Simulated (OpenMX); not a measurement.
BN under changes of volume

One of the cells (5.959 Å³/atom); the others are scaled copies at fixed shape and fractional positions:

```
N B
1.0
     0.00000    1.81300    1.81300
     1.81300    0.00000    1.81300
     1.81300    1.81300    0.00000
N B
1 1
Direct
  0.25000 0.25000 0.25000
  0.00000 0.00000 0.00000
```

The cell is a database's computed one.

| Item | Value |
| --- | --- |
| Program | OpenMX 3.8.5 |
| Functional | PBE |
| Potentials or basis | OpenMX 2013 PBE set, N6.0-s2p2d1, B7.0-s2p2d1, fixed grid of 25 × 25 × 25 points |
| k mesh | 13 × 13 × 13 |
| Occupations | fermi-dirac, width 0.05 eV |
| Spin | no spin polarisation |

```tsv
volume (Å³/atom)	energy over the lowest point (meV/atom)	gap on the mesh (eV)
5.602	29.45	4.74
5.721	13.14	4.73
5.840	3.51	4.71
5.959	0.00	4.69
6.078	?	?
6.198	9.15	4.66
6.317	20.92	4.64
```

Task: What does the run at 6.078 Å³/atom give?

Result: Energy over the lowest point 2.03 meV/atom; gap on the mesh 4.68 eV.

Worked out: A Birch-Murnaghan fit of order 3 (a polynomial in V^(-2/3)) to the other rows has its minimum at 5.97 Å³/atom with B0 = V·E''(V) = 371 GPa and B' = 3.6. It gives 2.00 meV/atom at 6.078 Å³/atom, against the run's 2.03. A straight line through the other rows of the gap, of slope -0.848 eV per unit of ln V, gives 4.67 eV, against the run's 4.68.

Energies are extrapolated to zero smearing.

Caveats: an odd mesh through Γ misses points on the zone boundary, where band edges often lie; the basis of atomic orbitals isn't converged, which shifts pressures, moduli and gaps.
